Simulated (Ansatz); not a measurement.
Input for Ansatz (plane-wave DFT, PAW):

```yaml
crystal:
  lattice:
    - [0.0, 3.2413942779, 3.2413942779]
    - [3.2413942779, 0.0, 3.2413942779]
    - [3.2413942779, 3.2413942779, 0.0]
  atoms:
    - { symbol: Mg, position: [0.25, 0.25, 0.25] }
    - { symbol: Mg, position: [0.75, 0.75, 0.75] }
    - { symbol: Sn, position: [0.0, 0.0, 0.0] }
basis:
  ecutwfc: 420
kpoints:
  mp_grid: { grid: [12, 12, 12] }
hamiltonian:
  xc: pbesol
scf:
  occupations: { method: gaussian, width: 0.1 }
output:
  forces: true
  stress: true
  eigenvalues: true
```

Launched with
```bash
ansatz run input.yaml --threads 1 --pin off --max-ram 1331MiB --backend cpu --events-out ev --progress --plain --runs-dir out
```

Computed with Ansatz 0.2.0, DFT PBEsol, scalar-relativistic, plane waves, PAW.

Part of what the program printed, abridged:

```
Pseudopotentials: kind: paw
Pseudopotential: Mg, paw, valence charge 10, recommended cutoff 420 eV (normal)
Pseudopotential: Sn, paw, valence charge 14, recommended cutoff 420 eV (normal)
Functional definition: PBEsol
Crystal: 3 atoms, lattice volume = 68.112 Å³
Basis set: ecut = 420 eV, 1363 PW (Γ), exchange–correlation on 64×64×64 points (8 copies of the dense FFT grid, shifted against one another)
Bands: 21, of which v1, the nominal top of the filled ones, is band 17 counted from 1 (16 counted from 0)
Symmetry: 48 space group operations
Space group: Fm-3m (ITA 225), of the structure as read, at distance tolerance 4.1e-5 Å
k-points: 72 of 1728
Initial density: superposition of atomic densities (neutral atoms: chi_scale 0, normalization atom), corrected by the library's trained network
Initial wavefunctions: pseudopotential atomic-orbital guess
Functional: x = pbesol(κ = 0.804, μ = 0.12345679), c = pbesol(β = 0.046)
SCF iter   1: F=—  HF=-9774.348217 eV  |F-HF|=—  |Δ(HF+E_count)|=         —  Δρ=4.68e-3  dr2=2.15e-2  ethr=1.77e-3  ⟨swp⟩=6.1  Hψ=7340  notcnv=0
SCF iter   2: F=—  HF=-9774.344400 eV  |F-HF|=—  |Δ(HF+E_count)|=   3.82e-3  Δρ=3.01e-3  dr2=1.11e-2  ethr=6.32e-5  ⟨swp⟩=1.1  Hψ=2111  notcnv=0
SCF iter   3: F=—  HF=-9774.341819 eV  |F-HF|=—  |Δ(HF+E_count)|=   2.58e-3  Δρ=8.25e-4  dr2=6.55e-4  ethr=3.28e-5  ⟨swp⟩=2.5  Hψ=2075  notcnv=0
SCF iter   4: F=—  HF=-9774.341930 eV  |F-HF|=—  |Δ(HF+E_count)|=   1.11e-4  Δρ=5.02e-4  dr2=1.86e-4  ethr=1.93e-6  ⟨swp⟩=2.0  Hψ=2505  notcnv=0
SCF iter   5: F=—  HF=-9774.341891 eV  |F-HF|=—  |Δ(HF+E_count)|=   3.99e-5  Δρ=2.84e-4  dr2=5.64e-5  ethr=5.46e-7  ⟨swp⟩=2.0  Hψ=2725  notcnv=0
SCF iter   6: F=—  HF=-9774.341883 eV  |F-HF|=—  |Δ(HF+E_count)|=   7.68e-6  Δρ=1.31e-4  dr2=1.02e-5  ethr=1.66e-7  ⟨swp⟩=2.0  Hψ=2058  notcnv=0
SCF iter   7: F=—  HF=-9774.341881 eV  |F-HF|=—  |Δ(HF+E_count)|=   2.30e-6  Δρ=1.55e-5  dr2=2.40e-7  ethr=2.99e-8  ⟨swp⟩=2.0  Hψ=2738  notcnv=0
SCF iter   8: F=-9774.341881 eV  HF=-9774.341881 eV  |F-HF|=3.61e-9  |Δ(HF+E_count)|=   7.88e-8  Δρ=5.06e-6  dr2=1.02e-8  ethr=2.94e-10  ⟨swp⟩=6.1  Hψ=6491  notcnv=0
SCF 1 converged in 8 iterations: F = -9774.341881 eV  dr2 = 1.02e-8
SCF converged after 8 iterations
Free energy (F): -9774.341881 eV
Harris-Foulkes:  -9774.341881 eV  (|F-HF|=3.61e-9)
Internal energy: -9774.340692 eV  (E = F + TS)
E sigma→0 (E₀):  -9774.341286 eV
Entropy (-TS):   -0.001189 eV (-0.396 meV/atom)
Fermi energy:    8.247426 eV
--- Per-component energies (eV) ---
  E_band       = -781.066619
  E_kinetic    = 343.554700
  E_local      = -4209.866899  (includes V_loc(G=0)·N_el)
  E_nonlocal   = 162.290447
  E_hartree    = 1753.685740
  E_xc         = -438.154800
  E_vxc        = -173.651118  (∫ρ·V_xc dr)
  E_paw        = -4629.022324  (= ΣΔE_a)
  E_vpaw       = -410.764787  (= ΣTr[D̂ρ^β])
  E_aug_tail   = -0.000002  (compensation charges beyond the density's cutoff)
  E_ewald      = -2757.230118
  E_core_change = 0.402564  (= ΣΔE_core)
  E_smearing   = -0.001189  (= −TS)
--- Forces (eV/Å), atoms counted from 1 ---
  atom   1  Mg     0.00000000     0.00000000     0.00000000
  atom   2  Mg     0.00000000     0.00000000     0.00000000
  atom   3  Sn     0.00000000     0.00000000     0.00000000
--- Stress (GPa, compression-positive) ---
        6.679761       0.000000       0.000000
        0.000000       6.679761       0.000000
        0.000000       0.000000       6.679761
  P = ⅓ Tr σ = 6.6798 GPa (66.798 kbar)
--- Band table (eV; the first three rows and the last of 72) ---
  k-point 0: bands = ["-67.7305", "-67.7281", "-34.6786", "-34.6786", "-34.6786", "-34.6663", "-34.6663", "-34.6663", "-12.7396", "-12.7396", "-12.7396", "-12.6858", "-12.6858", "-1.4862", "8.2454", "8.2454", "8.2454", "10.3282", "10.6086", "10.6086", "10.6086"]
  k-point 1: bands = ["-67.7304", "-67.7282", "-34.6784", "-34.6783", "-34.6783", "-34.6666", "-34.6665", "-34.6665", "-12.7396", "-12.7392", "-12.7392", "-12.6857", "-12.6857", "-1.4217", "7.5202", "8.1453", "8.1453", "10.3511", "10.7688", "10.7688", "11.1490"]
  k-point 2: bands = ["-67.7303", "-67.7283", "-34.6778", "-34.6777", "-34.6777", "-34.6673", "-34.6672", "-34.6672", "-12.7395", "-12.7382", "-12.7382", "-12.6856", "-12.6856", "-1.2316", "6.3034", "7.9231", "7.9231", "10.0635", "11.0678", "11.0678", "12.3014"]
  k-point 71: bands = ["-67.7293", "-67.7293", "-34.6809", "-34.6806", "-34.6725", "-34.6725", "-34.6647", "-34.6645", "-12.7376", "-12.7376", "-12.7287", "-12.6874", "-12.6826", "0.6523", "4.1692", "4.1692", "5.2097", "10.9152", "11.6008", "11.6008", "11.8090"]
```

The run converged.